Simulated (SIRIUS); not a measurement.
GaP under changes of volume

One of the cells (20.645 Å³/atom); the others are scaled copies at fixed shape and fractional positions:

```
Ga P
1.0
     0.00000    2.74330    2.74330
     2.74330    0.00000    2.74330
     2.74330    2.74330    0.00000
Ga P
1 1
Direct
  0.00000 0.00000 0.00000
  0.75000 0.75000 0.75000
```

```yaml
Program: SIRIUS 7.12.0
Functional: PBEsol
Potentials_or_basis: all-electron FP-LAPW
Cutoff: 201 eV
Basis: apw+lo standard
k_mesh: 8 × 8 × 8
Occupations: fermi-dirac, width 0.05 eV
Spin: no spin polarisation
```

```tsv
volume (Å³/atom)	energy over the lowest point (meV/atom)	gap on the mesh (eV)
19.026	?	?
19.431	5.26	1.43
19.836	0.00	1.47
20.645	3.00	1.52
21.050	10.03	1.43
21.455	20.75	1.27
```

**Question.** What does the run at 19.026 Å³/atom give?

**Answer.** Energy over the lowest point 15.80 meV/atom; gap on the mesh 1.38 eV.

Worked out: A Birch-Murnaghan fit of order 3 (a polynomial in V^(-2/3)) to the other rows has its minimum at 20.10 Å³/atom with B0 = V·E''(V) = 84 GPa and B' = 4.1. It gives 15.52 meV/atom at 19.026 Å³/atom, against the run's 15.80. A parabola through the other rows of the gap, of slope 9.08 eV per unit of ln V there, extrapolates to 1.25 eV, against the run's 1.38.

Energies are extrapolated to zero smearing.

A mesh can miss the band edges. Spin-orbit coupling on Ga is left out.
